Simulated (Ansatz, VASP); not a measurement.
# Two plane-wave programs on MgO

```
CELL_PARAMETERS angstrom
0.00000 2.13515 2.13515
2.13515 0.00000 2.13515
2.13515 2.13515 0.00000
ATOMIC_POSITIONS crystal
Mg 0.00000 0.00000 0.00000
O 0.51464 0.51464 0.48536
```

Change from the starting cell: all O atoms moved +0.062 Å, as atom 2 along Cartesian [0 0 1].

Alike in both runs: task single point; functional PBEsol; k mesh 10 × 10 × 10; occupations gaussian, width 0.05 eV; no spin polarisation.

```csv
,VASP,Ansatz
version,VASP 6.6.1,Ansatz 0.2.0
potentials or method,"VASP PAW PBE potentials, release 64 (Mg, O)","scalar-relativistic, plane waves, PAW"
plane-wave cutoff (eV),520,420
valence electrons in the cell,8,16
```

|  | VASP | Ansatz | Ansatz less VASP |
| --- | --- | --- | --- |
| gap on the k mesh at the Fermi level (eV) | 4.25 | 4.25 | 0.000 |
| least direct gap on the mesh (eV) | 4.25 | 4.25 | 0.000 |
| pressure (GPa) | -6.0 | -5.4 | +0.55 |
| largest component of the traceless stress (GPa) | 0.79 | 0.78 | -0.009 |
| rms of the force components (eV/Å) | 0.164 | 0.162 | -0.0015 |

Atom by atom the forces differ by 0.002 eV/Å (rms over components). The two sets of potentials don't hold the same shells in valence.

Caveats: the PAW data sets were made with another functional, which shifts forces and pressure a little (VASP).
